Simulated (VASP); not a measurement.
# Au (Im-3m) in VASP: further runs, part 3 of 3

VASP 6.6.1. The steps go on from the part before.

## 6. Single point, PBEsol

INCAR

```
PREC = Accurate
ENCUT = 520
EDIFF = 1E-7
ISMEAR = 0
SIGMA = 0.1
LREAL = False
LASPH = True
NELM = 100
ALGO = Normal
ISIF = 2
LWAVE = False
LCHARG = True
GGA = PS
LELF = True
LVHAR = True
NBANDS = 12
```

KPOINTS

```
Automatic mesh
0
Gamma
  18 18 18
```

POSCAR

```
Au
1.0
   -1.6198059000      1.6198059000      1.6198059000
    1.6198059000     -1.6198059000      1.6198059000
    1.6198059000      1.6198059000     -1.6198059000
Au
1
Direct
    0.0000000000      0.0000000000      0.0000000000
```

Potentials or basis: VASP PAW PBE potentials, release 64 (Au).

On the command line:

```
$ cat potpaw_PBE.64/Au/POTCAR > POTCAR
$ mpirun -np 1 vasp_std > vasp.out
```

OUTCAR:

```text
PREC = Accurate
   ENCUT = 520
   EDIFF = 1E-7
   ISMEAR = 0
   LREAL = False
   LASPH = True
   NELM = 100
   ISIF = 2
   GGA = PS

 ion  position               nearest neighbor table
   1  0.000  0.000  0.000-

  LATTYP: Found a body centered cubic cell.
 ALAT       =     3.2396118000

  Lattice vectors:

 A1 = (  -1.6198059000,   1.6198059000,   1.6198059000)
 A2 = (   1.6198059000,  -1.6198059000,   1.6198059000)
 A3 = (   1.6198059000,   1.6198059000,  -1.6198059000)

Analysis of symmetry for initial positions (statically):
=====================================================================
 Subroutine PRICEL returns:
 Original cell was already a primitive cell.

 Routine SETGRP: Setting up the symmetry group for a
 body centered cubic supercell.

 Subroutine GETGRP returns: Found 48 space group operations
 (whereof 48 operations were pure point group operations)
 out of a pool of 48 trial point group operations.

The static configuration has the point symmetry O_h .

Analysis of symmetry for dynamics (positions and initial velocities):
=====================================================================
 Subroutine PRICEL returns:
 Original cell was already a primitive cell.

 Routine SETGRP: Setting up the symmetry group for a
 body centered cubic supercell.

 Subroutine GETGRP returns: Found 48 space group operations
 (whereof 48 operations were pure point group operations)
 out of a pool of 48 trial point group operations.

The dynamic configuration has the point symmetry O_h .

 Subroutine INISYM returns: Found 48 space group operations
 (whereof 48 operations are pure point group operations),
 and found     1 'primitive' translations

----------------------------------------------------------------------------------------

                                     Primitive cell

  volume of cell :      17.0000

  direct lattice vectors                    reciprocal lattice vectors
    -1.619805900  1.619805900  1.619805900     0.000000000  0.308678960  0.308678960
     1.619805900 -1.619805900  1.619805900     0.308678960  0.000000000  0.308678960
     1.619805900  1.619805900 -1.619805900     0.308678960  0.308678960  0.000000000

  length of vectors
     2.805586117  2.805586117  2.805586117     0.436537971  0.436537971  0.436537971

  position of ions in fractional coordinates (direct lattice)
     0.000000000  0.000000000  0.000000000

  ion indices of the primitive-cell ions
   primitive index   ion index
                 1           1

----------------------------------------------------------------------------------------

 KPOINTS: Automatic mesh

Automatic generation of k-mesh.
 Grid dimensions read from file:
 generate k-points for:   18   18   18

 Generating k-lattice:

  Cartesian coordinates                     Fractional coordinates (reciprocal lattice)
     0.000000000  0.017148831  0.017148831     0.055555556  0.000000000  0.000000000
     0.017148831  0.000000000  0.017148831     0.000000000  0.055555556  0.000000000
     0.017148831  0.017148831  0.000000000     0.000000000  0.000000000  0.055555556

  Length of vectors
     0.024252110  0.024252110  0.024252110

  Shift w.r.t. Gamma in fractional coordinates (k-lattice)
     0.000000000  0.000000000  0.000000000

 Subroutine IBZKPT returns following result:
 ===========================================

 Found    195 irreducible k-points:

 Following reciprocal coordinates:
            Coordinates               Weight
  0.000000  0.000000  0.000000      1.000000
  0.055556  0.000000  0.000000     12.000000
  0.111111  0.000000  0.000000     12.000000
  0.166667  0.000000  0.000000     12.000000
  0.222222  0.000000  0.000000     12.000000
  0.277778  0.000000  0.000000     12.000000
[... 16 lines left out ...]
  0.333333  0.111111  0.000000     48.000000
  0.388889  0.111111  0.000000     48.000000
 [... further k-points ...]
   k-points           NKPTS =    195   k-points in BZ     NKDIM =    195   number of bands    NBANDS=     12
   number of dos      NEDOS =    301   number of ions     NIONS =      1
   total plane-waves  NPLWV =  13824
   dimension x,y,z NGX =    24 NGY =   24 NGZ =   24
   dimension x,y,z NGXF=    48 NGYF=   48 NGZF=   48
   ions per type =               1
   NGX,Y,Z   is equivalent  to a cutoff of  14.22, 14.22, 14.22 a.u.
   NGXF,Y,Z  is equivalent  to a cutoff of  28.44, 28.44, 28.44 a.u.
 SYSTEM =  unknown system
   PREC   = accura    normal or accurate (medium, high low for compatibility)
   ISTART =      0    job   : 0-new  1-cont  2-samecut
   ICHARG =      2    charge: 1-file 2-atom 10-const
   ISPIN  =      1    spin polarized calculation?
   LNONCOLLINEAR =      F non collinear calculations
   LSORBIT =      F    spin-orbit coupling
   LASPH  =      T    aspherical Exc in radial PAW
   ENCUT  =  520.0 eV  38.22 Ry    6.18 a.u.   5.22  5.22  5.22*2*pi/ulx,y,z
   NELM   =    100;   NELMIN=  2; NELMDL= -5     # of ELM steps
   EDIFF  = 0.1E-06   stopping-criterion for ELM
   LREAL  =      F    real-space projection
   EDIFFG = 0.1E-05   stopping-criterion for IOM
   NSW    =      0    number of steps for IOM
   IBRION =     -1    ionic relax: 0-MD 1-quasi-New 2-CG
   NFREE  =      0    steps in history (QN), initial steepest desc. (CG)
   ISIF   =      2    stress and relaxation
   ISYM   =      2    0-nonsym 1-usesym 2-fastsym
   POTIM  = 0.5000    time-step for ionic-motion
   TEBEG  =    0.0;   TEEND  =   0.0 temperature during run
   PSTRESS=    0.0 pullay stress
   NELECT =      11.0000    total number of electrons
   NUPDOWN=      -1.0000    fix difference up-down
   EMIN   =  10.00;   EMAX   =-10.00  energy-range for DOS
   EFERMI =   0.00;   METHOD = LEGACY
   ISMEAR =     0;   SIGMA  =   0.10  broadening in eV -4-tet -1-fermi 0-gaus
   EFERMI_NEDOS =   21; number of points for ismear=-14 and -15
   IALGO  =     38    algorithm
   IMIX   =      4    mixing-type and parameters
     AMIX     =   0.40;   BMIX     =  1.00
     AMIX_MAG =   1.60;   BMIX_MAG =  1.00
  volume/ion in A,a.u.               =      17.00       114.72
  Fermi-wavevector in a.u.,A,eV,Ry     =   1.415977  2.675808 27.279543  2.004990
  Thomas-Fermi vector in A             =   2.537359
   LORBIT       =      0    0 simple, 1 ext, 2 COOP (PROOUT), +10 PAW based schemes
   GGA     = PS    functional components
   LHFCALC =     F    Hartree Fock is set to
   AEXX    =    0.0000 exact exchange contribution
   IVDW    =     0    specifies the selected vdW correction
   LEPSILON=     F    determine dielectric tensor
   LRPA    =     F    only Hartree local field effects (RPA)
 non-spin polarized calculation
 Gauss-broadening in eV      SIGMA  =   0.10
  energy-cutoff  :      520.00
  volume of cell :       17.00
 maximum number of plane-waves:       470
 NGX is ok and might be reduce to    24
   NGX = 11   NGY = 11   NGZ = 11

 number of electron      11.0000001 magnetization

 Free energy of the ion-electron system (eV)
  ---------------------------------------------------
  ext. energy  EPLUGINS =         0.00000000
  ---------------------------------------------------
  free energy    TOTEN  =        -3.90493639 eV

  energy without entropy =       -3.90451587  energy(sigma->0) =       -3.90472613

 E-fermi :   9.3431     XC(G=0): -12.9021

 val. band max:        9.3000981023   @ k =   0.3889   0.0556   0.0556
 cond. band min:       9.4077139733   @ k =  -0.3333   0.3333   0.3333
 fundamental gap:      0.1076158709
 Fermi energy:         9.3430864627

 k-point     1 :       0.0000    0.0000    0.0000
  band No.  band energies     occupation
      1      -0.6163      2.00000
      2       4.4422      2.00000
      3       4.4422      2.00000
      4       4.4422      2.00000
      5       6.4029      2.00000
      6       6.4029      2.00000
      7      25.8197      0.00000
      8      25.8197      0.00000
      9      25.8197      0.00000
     10      33.6811      0.00000
     11      33.6811      0.00000
     12      33.6811      0.00000
[... 331 lines left out ...]
 k-point    24 :       0.3889    0.1111    0.0000
  band No.  band energies     occupation
      1       2.3037      2.00000
      2       3.4508      2.00000
      3       5.9129      2.00000
      4       6.2640      2.00000
      5       7.0438      2.00000
      6       9.4753      0.06155
      7      13.8208      0.00000
      8      21.1229      0.00000
      9      22.8721      0.00000
     10      30.6701      0.00000
     11      32.2321      0.00000
     12      32.7493      0.00000

 [... further k-points ...]

------------------------ aborting loop because EDIFF is reached ----------------------------------------

  FORCE on cell =-STRESS in cart. coord.  units (eV):
  Direction    XX          YY          ZZ          XY          YZ          ZX
  --------------------------------------------------------------------------------------
  -------------------------------------------------------------------------------------
  Total        0.0114007      0.0114007      0.0114007     -0.0000000      0.0000000     -0.0000000
  in kB        1.0744710      1.0744710      1.0744710     -0.0000000      0.0000000     -0.0000000
  external PRESSURE =       1.0744710 kB  Pullay stress =       0.0000000 kB

 VOLUME and BASIS-vectors are now :
 -----------------------------------------------------------------------------
  energy-cutoff  :      520.00
  volume of cell :       17.00
      direct lattice vectors                 reciprocal lattice vectors
    -1.619805900  1.619805900  1.619805900     0.000000000  0.308678960  0.308678960
     1.619805900 -1.619805900  1.619805900     0.308678960  0.000000000  0.308678960
     1.619805900  1.619805900 -1.619805900     0.308678960  0.308678960  0.000000000

 POSITION                                       TOTAL-FORCE (eV/Angst)
 -----------------------------------------------------------------------------------
      0.00000      0.00000      0.00000        -0.000000      0.000000      0.000000
 -----------------------------------------------------------------------------------
    total drift:                                0.000000      0.000000      0.000000

  FREE ENERGIE OF THE ION-ELECTRON SYSTEM (eV)
  ---------------------------------------------------
  free  energy   TOTEN  =        -3.9049363863 eV

  energy  without entropy=       -3.9045158725  energy(sigma->0) =       -3.90472613
```

Wall time 15 s (1 thread of Intel Xeon Platinum 8488C (Sapphire Rapids), shared host); peak memory 0.17 GiB.

What came out:

| Quantity | Value |
| --- | --- |
| Free energy | -3.9049 eV |
| Pressure | 0.1 GPa |
| Band gap on the k mesh | none (metal or under the smearing width) |

Caveat: the PAW data sets were made with another functional, which shifts forces and pressure a little. Spin-orbit coupling is left out, which matters for the levels of Au.

## 7. Summary

| task | level | cell | k mesh | cutoff (eV) | mesh quality | gap on the mesh (eV) | pressure (GPa) | relaxed volume (Å³/atom) |
| --- | --- | --- | --- | --- | --- | --- | --- | --- |
| relaxation of cell and atoms | PBE | relaxed | 18 × 18 × 18 | 600 | not flagged | none | 0.0 | 17.97 |
| relaxation of cell and atoms | PBE+D3(BJ) | relaxed | 18 × 18 × 18 | 600 | not flagged | none | 0.0 | 17.26 |
| relaxation of cell and atoms | PBEsol | relaxed | 18 × 18 × 18 | 300 | not flagged | none | 0.0 | 16.94 |
| relaxation of cell and atoms | PBEsol | relaxed | 6 × 6 × 6 | 600 | coarse | none | 0.0 | 17.04 |
| single point | PBEsol | as given | 18 × 18 × 18 | 520 | not flagged | none | 0.1 | - |

Alike in all rows: potentials or basis VASP PAW PBE potentials, release 64 (Au); no spin polarisation; smearing gaussian 0.1 eV.

Caveats: some runs use coarse meshes; the PAW data sets were made with another functional, which shifts forces and pressure a little (some runs); pairwise dispersion overbinds metals, which lowers pressure and volume (some runs).

Total energies depend on the potentials used, so only differences within one code and one set of settings carry meaning.
